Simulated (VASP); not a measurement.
# Ag (P6_3/mmc) in VASP: settings compared, part 2 of 2

VASP 6.6.1.

## (5) Equation of state, PBEsol, 18.16 Å³/atom (volume scaled by 1.02)

INCAR reads:

```
PREC = Accurate
ENCUT = 520
EDIFF = 1E-7
ISMEAR = -1
SIGMA = 0.05
LREAL = False
LASPH = True
NELM = 60
ALGO = Normal
ISIF = 2
LWAVE = False
LCHARG = False
GGA = PS
NBANDS = 18
```

KPOINTS reads:

```
Automatic mesh
0
Gamma
  10 10 6
```

POSCAR reads:

```
Ag
1.0
    2.9494045390      0.0000000000      0.0000000000
   -1.4747022695      2.5542592568      0.0000000000
    0.0000000000      0.0000000000      4.8217227788
Ag
2
Direct
    0.6666666667      0.3333333333      0.7500000000
    0.3333333333      0.6666666667      0.2500000000
```

The run is started by

```
$ cat potpaw_PBE.64/Ag/POTCAR > POTCAR
$ mpirun -np 1 vasp_std > vasp.out
```

Run time: 18 s. Hardware: 1 thread of Intel Xeon Platinum 8259CL at 2.50GHz (Skylake/Cascade Lake), shared host; peak memory 0.17 GiB.

The run converged. Its results:

```yaml
Free_energy: -6.5201 eV
Pressure: -7.7 GPa
Band_gap_on_the_k_mesh: none (metal or under the smearing width)
```

Caveat: the PAW data sets were made with another functional, which shifts forces and pressure a little.

## (6) Equation of state, PBEsol, 18.52 Å³/atom (volume scaled by 1.04)

INCAR is that of step 5.

KPOINTS is that of step 5.

POSCAR reads:

```
Ag
1.0
    2.9685570532      0.0000000000      0.0000000000
   -1.4842785266      2.5708458207      0.0000000000
    0.0000000000      0.0000000000      4.8530335443
Ag
2
Direct
    0.6666666667      0.3333333333      0.7500000000
    0.3333333333      0.6666666667      0.2500000000
```

Potentials or basis: VASP PAW PBE potentials, release 64 (Ag).

The run is started by

```
$ cat potpaw_PBE.64/Ag/POTCAR > POTCAR
$ mpirun -np 1 vasp_std > vasp.out
```

Wall time 18 s (1 thread of Intel Xeon Platinum 8259CL at 2.50GHz (Skylake/Cascade Lake), shared host); peak memory 0.17 GiB.

The run converged. Its results:

* Free energy: -6.4832 eV
* Pressure: -9.0 GPa
* Band gap on the k mesh: none (metal or under the smearing width)

Caveat: the PAW data sets were made with another functional, which shifts forces and pressure a little.

## (7) Equation of state, PBEsol, 18.87 Å³/atom (volume scaled by 1.06)

INCAR is that of step 6.

KPOINTS is that of step 6.

POSCAR reads:

```
Ag
1.0
    2.9874655697      0.0000000000      0.0000000000
   -1.4937327848      2.5872210763      0.0000000000
    0.0000000000      0.0000000000      4.8839454194
Ag
2
Direct
    0.6666666667      0.3333333333      0.7500000000
    0.3333333333      0.6666666667      0.2500000000
```

The run is started by

```
$ cat potpaw_PBE.64/Ag/POTCAR > POTCAR
$ mpirun -np 1 vasp_std > vasp.out
```

Run time: 18 s. Hardware: 1 thread of Intel Xeon Platinum 8259CL at 2.50GHz (Skylake/Cascade Lake), shared host; peak memory 0.17 GiB.

It converged, with:

```
Free energy            : -6.4409 eV
Pressure               : -10.1 GPa
Band gap on the k mesh : none (metal or under the smearing width)
```

Caveat: the PAW data sets were made with another functional, which shifts forces and pressure a little.

## (8) Equation of state, PBEsol

Potentials or basis: VASP PAW PBE potentials, release 64 (Ag).

This step only gathers the single runs of the series.

What came out:

```yaml
Equilibrium_volume: "16.71 Å³/atom (rough: see the caveat)"
Bulk_modulus_at_fixed_shape_and_positions: 117 GPa (rough)
```

Energy against volume, from the lowest point:
| volume (Å³/atom) | energy (meV/atom) |
| --- | --- |
| 16.738 | 0.00 |
| 17.094 | 2.99 |
| 17.450 | 10.73 |
| 17.806 | 22.58 |
| 18.162 | 37.99 |
| 18.518 | 56.46 |
| 18.875 | 77.58 |

Caveat: the minimum lies outside the volumes run; the cell was scaled at fixed shape and fractional positions, which overstates the stiffness of a crystal with free parameters, most of all of layers and chains; the PAW data sets were made with another functional, which shifts forces and pressure a little.

## (9) Equation of state, PBE, 16.74 Å³/atom (volume scaled by 0.94)

INCAR reads:

```
SYSTEM = Ag
ALGO = Normal ; EDIFF = 1E-7
ENCUT = 520 ; GGA = PE
ISIF = 2 ; ISMEAR = -1
LASPH = .TRUE. ; LCHARG = .FALSE.
LREAL = .FALSE. ; LWAVE = .FALSE.
NBANDS = 18 ; NELM = 100
PREC = Accurate ; SIGMA = 0.05
```

KPOINTS reads:

```
k-points
0
G
  10 10 6
  0 0 0
```

POSCAR reads:

```
Ag
1.0
    2.8701872985      0.0000000000      0.0000000000
   -1.4350936493      2.4856551142      0.0000000000
    0.0000000000      0.0000000000      4.6922174607
Ag
2
Direct
    0.6666666667      0.3333333333      0.7500000000
    0.3333333333      0.6666666667      0.2500000000
```

Potentials or basis: VASP PAW PBE potentials, release 64 (Ag).

The run is started by

```
$ cat potpaw_PBE.64/Ag/POTCAR > POTCAR
$ mpirun -np 1 vasp_std > vasp.out
```

It took 23 s on 1 thread of Intel Xeon Platinum 8488C (Sapphire Rapids), shared host; peak memory 0.16 GiB.

It converged, with:

* Free energy: -5.3710 eV
* Pressure: 7.3 GPa
* Band gap on the k mesh: none (metal or under the smearing width)

## (10) Equation of state, PBE, 17.09 Å³/atom (volume scaled by 0.96)

INCAR reads:

```
SYSTEM = Ag
  ALGO = Normal
  EDIFF = 1E-7
  ENCUT = 520
  GGA = PE
  ISIF = 2
  ISMEAR = -1
  LASPH = .True.
  LCHARG = .False.
  LREAL = .False.
  LWAVE = .False.
  NBANDS = 18
  NELM = 100
  PREC = Accurate
  SIGMA = 0.05
```

KPOINTS reads:

```
k-points
0
Gamma
  10 10 6
  0 0 0
```

POSCAR reads:

```
Ag
1.0
    2.8904005511      0.0000000000      0.0000000000
   -1.4452002756      2.5031603044      0.0000000000
    0.0000000000      0.0000000000      4.7252623344
Ag
2
Direct
    0.6666666667      0.3333333333      0.7500000000
    0.3333333333      0.6666666667      0.2500000000
```

The run is started by

```
$ cat potpaw_PBE.64/Ag/POTCAR > POTCAR
$ mpirun -np 1 vasp_std > vasp.out
```

Run time: 20 s. Hardware: 1 thread of Intel Xeon Platinum 8488C (Sapphire Rapids), shared host; peak memory 0.16 GiB.

Results (log left out):

```yaml
Free_energy: -5.3981 eV
Pressure: 4.7 GPa
Band_gap_on_the_k_mesh: none (metal or under the smearing width)
```

## (11) Equation of state, PBE, 17.45 Å³/atom (volume scaled by 0.98)

INCAR reads:

```
  PREC = Accurate
  ENCUT = 520
  EDIFF = 1E-7
  ISMEAR = -1
  SIGMA = 0.05
  LREAL = False
  LASPH = True
  NELM = 80
  ALGO = Normal
  ISIF = 2
  LWAVE = False
  LCHARG = False
  GGA = PE
  NBANDS = 18
```

KPOINTS reads:

```
Automatic mesh
0
Gamma
  10 10 6
```

POSCAR reads:

```
Ag
1.0
    2.9103349780      0.0000000000      0.0000000000
   -1.4551674890      2.5204240244      0.0000000000
    0.0000000000      0.0000000000      4.7578513803
Ag
2
Direct
    0.6666666667      0.3333333333      0.7500000000
    0.3333333333      0.6666666667      0.2500000000
```

The run is started by

```
$ cat potpaw_PBE.64/Ag/POTCAR > POTCAR
$ mpirun -np 1 vasp_std > vasp.out
```

It took 20 s on 1 thread of Intel Xeon Platinum 8488C (Sapphire Rapids), shared host; peak memory 0.16 GiB.

The run converged. Its results:

| Item | Value |
| --- | --- |
| Free energy | -5.4143 eV |
| Pressure | 2.5 GPa |
| Band gap on the k mesh | none (metal or under the smearing width) |

## (12) Equation of state, PBE, 18.16 Å³/atom (volume scaled by 1.02)

INCAR reads:

```
PREC     = Accurate       # precision mode
ENCUT    = 520            # plane-wave cutoff, eV
EDIFF    = 1E-7           # SCF threshold, eV
ISMEAR   = -1             # smearing method
SIGMA    = 0.05           # smearing width, eV
LREAL    = F              # projectors in reciprocal space
LASPH    = T              # aspherical terms in the spheres
NELM     = 100            # most SCF steps
ALGO     = Normal         # electronic algorithm
ISIF     = 2              # what is computed and relaxed
LWAVE    = F              # write WAVECAR
LCHARG   = F              # write CHGCAR
GGA      = PE             # functional
NBANDS   = 18             # bands
```

KPOINTS reads:

```
regular mesh
0
Gamma
  10 10 6
```

POSCAR reads:

```
Ag
1.0
    2.9494045390      0.0000000000      0.0000000000
   -1.4747022695      2.5542592568      0.0000000000
    0.0000000000      0.0000000000      4.8217227788
Ag
2
Direct
    0.6666666667      0.3333333333      0.7500000000
    0.3333333333      0.6666666667      0.2500000000
```

Potentials or basis: VASP PAW PBE potentials, release 64 (Ag).

The run is started by

```
$ cat potpaw_PBE.64/Ag/POTCAR > POTCAR
$ mpirun -np 1 vasp_std > vasp.out
```

It took 16 s on 1 thread of Intel Xeon Platinum 8488C (Sapphire Rapids), shared host; peak memory 0.17 GiB.

The run converged. Its results:

```
Free energy            : -5.4196 eV
Pressure               : -1.3 GPa
Band gap on the k mesh : none (metal or under the smearing width)
```

## (13) Equation of state, PBE, 18.52 Å³/atom (volume scaled by 1.04)

INCAR reads:

```
PREC = Accurate ; ENCUT = 520
EDIFF = 1E-7 ; ISMEAR = -1
SIGMA = 0.05 ; LREAL = False
LASPH = True ; NELM = 100
ALGO = Normal ; ISIF = 2
LWAVE = False ; LCHARG = False
GGA = PE ; NBANDS = 18
```

KPOINTS is that of step 12.

POSCAR reads:

```
Ag
1.0
    2.9685570532      0.0000000000      0.0000000000
   -1.4842785266      2.5708458207      0.0000000000
    0.0000000000      0.0000000000      4.8530335443
Ag
2
Direct
    0.6666666667      0.3333333333      0.7500000000
    0.3333333333      0.6666666667      0.2500000000
```

The run is started by

```
$ cat potpaw_PBE.64/Ag/POTCAR > POTCAR
$ mpirun -np 1 vasp_std > vasp.out
```

Run time: 20 s. Hardware: 1 thread of Intel Xeon Platinum 8488C (Sapphire Rapids), shared host; peak memory 0.16 GiB.

It converged, with:

```yaml
Free_energy: -5.4109 eV
Pressure: -2.8 GPa
Band_gap_on_the_k_mesh: none (metal or under the smearing width)
```

## (14) Equation of state, PBE, 18.87 Å³/atom (volume scaled by 1.06)

INCAR reads:

```
SYSTEM = Ag
  PREC = Accurate
  ENCUT = 520
  EDIFF = 1E-7
  ISMEAR = -1
  SIGMA = 0.05
  LREAL = .FALSE.
  LASPH = .TRUE.
  NELM = 100
  ALGO = Normal
  ISIF = 2
  LWAVE = .FALSE.
  LCHARG = .FALSE.
  GGA = PE
  NBANDS = 18
```

KPOINTS reads:

```
regular mesh
0
G
  10 10 6
  0 0 0
```

POSCAR reads:

```
Ag
1.0
    2.9874655697      0.0000000000      0.0000000000
   -1.4937327848      2.5872210763      0.0000000000
    0.0000000000      0.0000000000      4.8839454194
Ag
2
Direct
    0.6666666667      0.3333333333      0.7500000000
    0.3333333333      0.6666666667      0.2500000000
```

The run is started by

```
$ cat potpaw_PBE.64/Ag/POTCAR > POTCAR
$ mpirun -np 1 vasp_std > vasp.out
```

Wall time 16 s (1 thread of Intel Xeon Platinum 8488C (Sapphire Rapids), shared host); peak memory 0.17 GiB.

Results (log left out):

| Quantity | Value |
| --- | --- |
| Free energy | -5.3958 eV |
| Pressure | -4.1 GPa |
| Band gap on the k mesh | none (metal or under the smearing width) |

## (15) Equation of state, PBE

Potentials or basis: VASP PAW PBE potentials, release 64 (Ag).

No new run: the results of the series are fitted here.

What came out:

| Quantity | Value |
| --- | --- |
| Equilibrium volume | 17.91 Å³/atom |
| Bulk modulus at fixed shape and positions | 90 GPa |
| Pressure derivative of the bulk modulus | 5.7 |

Energy against volume, from the lowest point:
| volume (Å³/atom) | energy (meV/atom) |
| --- | --- |
| 16.738 | 25.04 |
| 17.094 | 11.52 |
| 17.450 | 3.40 |
| 17.806 | 0.00 |
| 18.162 | 0.75 |
| 18.518 | 5.11 |
| 18.875 | 12.63 |

Caveat: the cell was scaled at fixed shape and fractional positions, which overstates the stiffness of a crystal with free parameters, most of all of layers and chains.
